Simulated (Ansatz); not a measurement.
Sensitivity of the gradients in SnO₂ to the input

Cell: a computed structure from the Materials Project (it need not be an observed phase).

```yaml
crystal:
  lattice:
    - [-3.24890, 3.41447, 3.41402]
    - [3.24890, -3.41447, 3.41402]
    - [3.24890, 3.41447, -3.41402]
  atoms:
    - { symbol: Sn, position: [0.99640, 0.24640, 0.75000] }
    - { symbol: Sn, position: [0.00360, 0.75360, 0.25000] }
    - { symbol: Sn, position: [0.50000, 0.50000, 0.50000] }
    - { symbol: Sn, position: [0.50000, 0.00000, 0.00000] }
    - { symbol: O, position: [0.19350, 0.19623, 0.50272] }
    - { symbol: O, position: [0.69756, 0.75406, 0.94351] }
    - { symbol: O, position: [0.19350, 0.69078, 0.99728] }
    - { symbol: O, position: [0.31056, 0.75406, 0.55649] }
    - { symbol: O, position: [0.68944, 0.24594, 0.44350] }
    - { symbol: O, position: [0.30244, 0.24594, 0.05649] }
    - { symbol: O, position: [0.80650, 0.30922, 0.00272] }
    - { symbol: O, position: [0.80650, 0.80377, 0.49728] }
```

Sites (sets of like atoms) are named by element and the number of their first atom in this list.

Reference run. All values are calculated (Ansatz; DFT, PBE, plane waves and PAW, scalar-relativistic, 420 eV cutoff, Γ-centred 5×5×5 k-points, Fermi–Dirac smearing 0.02 eV), not measured.

(1) The input is changed as follows: `hamiltonian.xc`: pbe → pbesol; `scf.occupations.width`: 0.02 → not typed; `scf.occupations.method`: fermi_dirac → tetrahedron. What happens to V_zz (10²¹ V/m²) and η?

Answers

(1) 

```
site  atom  V_zz reference  η reference  V_zz changed  η changed
 Sn1     1            5.03         0.97          5.02       0.97
 Sn3     3            5.01         0.97          5.01       0.96
   O     5          -11.31         0.13        -11.24       0.13
```

The largest change of V_zz is on O, from -11.31 to -11.24. In per cent, |V_zz| changes by 0 on Sn, -1 on O (all sites that start above 0.5). Its pressure is -7 GPa, against -1 GPa in the reference run. SCF iterations: 7 and 7. New warnings: band table not solved further, tetrahedron derivatives may miss energy slope.

On the reference run: Without spin–orbit coupling (the program notes it for Sn) the gradients can shift somewhat, as the gap is small.
